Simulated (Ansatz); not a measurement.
Input deck for Ansatz 0.2.0, then the block of the output on the nuclei.

The start is an entry of the Crystallography Open Database (COD).

```yaml
crystal:
  lattice:
    - [3.095, 0.0, 0.0]
    - [-1.5475, 2.6803486247, 0.0]
    - [0.0, 0.0, 15.17]
  atoms:
    - { symbol: Si, position: [0.0, 0.0, 0.125] }
    - { symbol: Si, position: [0.0, 0.0, 0.625] }
    - { symbol: Si, position: [0.3333333333, 0.6666666667, 0.2917] }
    - { symbol: Si, position: [0.6666666667, 0.3333333333, 0.7917] }
    - { symbol: Si, position: [0.3333333333, 0.6666666667, 0.9583] }
    - { symbol: Si, position: [0.6666666667, 0.3333333333, 0.4583] }
    - { symbol: C, position: [0.0, 0.0, 0.0] }
    - { symbol: C, position: [0.0, 0.0, 0.5] }
    - { symbol: C, position: [0.3333333333, 0.6666666667, 0.1667] }
    - { symbol: C, position: [0.6666666667, 0.3333333333, 0.6667] }
    - { symbol: C, position: [0.3333333333, 0.6666666667, 0.8333] }
    - { symbol: C, position: [0.6666666667, 0.3333333333, 0.3333] }
kpoints:
  mp_grid: { grid: [10, 10, 2] }
scf:
  occupations: { method: fermi_dirac, width: 0.02 }
hamiltonian:
  xc: pbe
  pseudopotentials: { kind: paw, frozen_core: stored }
output:
  forces: true
  stress: true
  populations: true
  efg: {}
relax:
  f_tol: 0.02
  max_steps: 60
```

```sh
ansatz run input.yaml --threads 1 --pin off --max-ram 3072MiB --backend cpu --events-out ev --progress --plain --runs-dir out
```

The run relaxes the ions first, and the block belongs to the relaxed positions.

Of the output, the block on the nuclei alone is shown; the set-up, the SCF iterations, energies, forces and stress are cut. One atom of each set with nearly equal values is shown.

```
--- PAW observables at the nuclei: V_zz in 10²¹ V/m², potentials from the cell's mean, atoms counted from 1 ---
  atom   1  Si V_zz =    -0.093319   η = 0.0000   by run symmetry: allowed
            electrostatic potential = -1361.852389 V   contact ρ = none
  atom   3  Si V_zz =    +0.159441   η = 0.0000   by run symmetry: allowed
            electrostatic potential = -1361.904317 V   contact ρ = none
  atom   5  Si V_zz =    +0.201055   η = 0.0000   by run symmetry: allowed
            electrostatic potential = -1361.912086 V   contact ρ = none
  atom   7  C  V_zz =    +0.182713   η = 0.0000   by run symmetry: allowed
            electrostatic potential = -418.422557 V   contact ρ = none
  atom   9  C  V_zz =    +0.035517   η = 0.0000   by run symmetry: allowed
            electrostatic potential = -418.341635 V   contact ρ = none
  atom  11  C  V_zz =    -0.000665   η = 0.0000   by run symmetry: allowed
            electrostatic potential = -418.403020 V   contact ρ = none
```
